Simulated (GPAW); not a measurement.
Runs of GPAW 26.7.0 on Bi2Se3 (Paraguanajuatite). The structure is trigonal, space group R-3m (No. 166). Conventional cell: a = 4.143 Å, b = 4.143 Å, c = 28.636 Å, α = 90.00°, β = 90.00°, γ = 120.00°. Bi (site symmetry 3m) has 6 Se at 2.85 to 3.07 Å as nearest neighbours. Se (site symmetry 3m) has 3 Bi at 2.85 Å as nearest neighbours. Se (site symmetry -3m) has 6 Bi at 3.07 Å as nearest neighbours. 

```tsv
task	level	potentials or basis	cell	k mesh	cutoff (eV)	smearing	ranks	maxiter	response ecut	response k mesh	response bands	mesh quality	gap on the mesh (eV)	pressure (GPa)	V0 of scaled cells (Å³/atom)	B0 (GPa)	largest force (eV/Å)
equation of state	LDA	the program's PAW data sets (release 1.2.1) made for this functional, pw	as given	5 × 5 × 5	600	fermi-dirac 0.05 eV	4	150	-	-	-	not flagged	-	-	27.51	68	-
dielectric tensor	RPBE	the program's PAW data sets (release 1.2.1) made for this functional, pw	as given	4 × 4 × 4	500	fermi-dirac 0.001 eV	-	150	80 eV	4 × 4 × 4	64	coarse	0.28	-	-	-	-
dielectric tensor	LDA	the program's PAW data sets (release 1.2.1) made for this functional, pw	as given	4 × 4 × 4	500	fermi-dirac 0.001 eV	-	150	80 eV	4 × 4 × 4	64	coarse	0.09	-	-	-	-
band structure	PBEsol	PAW data sets generated in the run's folder for this functional, pw	as given	5 × 5 × 5	600	fermi-dirac 0.05 eV	4	150	-	-	-	not flagged	(b)	-0.5	-	-	0.21
band structure	LDA	the program's PAW data sets (release 1.2.1) made for this functional, pw	as given	5 × 5 × 5	600	fermi-dirac 0.05 eV	4	150	-	-	-	not flagged	0.09	-2.0	-	-	0.17
single point	LDA	the program's PAW data sets (release 1.2.1) made for this functional, pw	as given	6 × 6 × 6	450	fermi-dirac 0.05 eV	-	120	-	-	-	not flagged	0.08	-2.2	-	-	(c)
phonons	PBEsol+D3	PAW data sets generated in the run's folder for this functional, pw	atoms relaxed	5 × 5 × 5	510	fermi-dirac 0.05 eV	-	150	-	-	-	not flagged	(a)	-1.7	-	-	-
equation of state	PBE	GPAW PAW data sets (gpaw-data 1.2.1), pw	as given	5 × 5 × 5	600	fermi-dirac 0.05 eV	4	150	-	-	-	not flagged	-	-	29.51	57	-
single point	PBEsol	PAW data sets generated in the run's folder for this functional, pw	as given	8 × 8 × 8	600	fermi-dirac 0.05 eV	4	150	-	-	-	not flagged	0.11	(d)	-	-	0.16
band structure	r2SCAN	GPAW PAW data sets (gpaw-data 1.2.1), pw	as given	5 × 5 × 5	600	fermi-dirac 0.05 eV	4	150	-	-	-	not flagged	0.47	1.4	-	-	0.08
single point	PBE	GPAW PAW data sets (gpaw-data 1.2.1), pw	as given	8 × 8 × 8	600	fermi-dirac 0.05 eV	-	150	-	-	-	not flagged	0.19	2.5	-	-	0.17
```

Alike in all rows: no spin polarisation.

**Question.** Fill in the values left out.

**Answer.** (a) 0.12; (b) 0.13; (c) 0.15; (d) -0.4.

Caveats: some runs use coarse meshes; spin-orbit coupling is left out, which as a rule narrows the gap of such compounds by several tenths of an eV (some runs); the cell was scaled at fixed shape and fractional positions, which overstates the stiffness of a crystal with free parameters, most of all of layers and chains (some runs); spin-orbit coupling is left out, which moves the levels of the heavy elements (some runs); the long-wavelength limit can be off by a per cent or two (some runs); the gap is small at this level, which inflates the dielectric constant (some runs); the cutoff is short for stress and forces, so pressures can be off by a GPa or more (some runs); the LO-TO splitting is left out (some runs).

A k mesh can miss the band edges, and the runs leave out spin-orbit coupling on Bi, Se.

Not every run made on this cell is shown here.
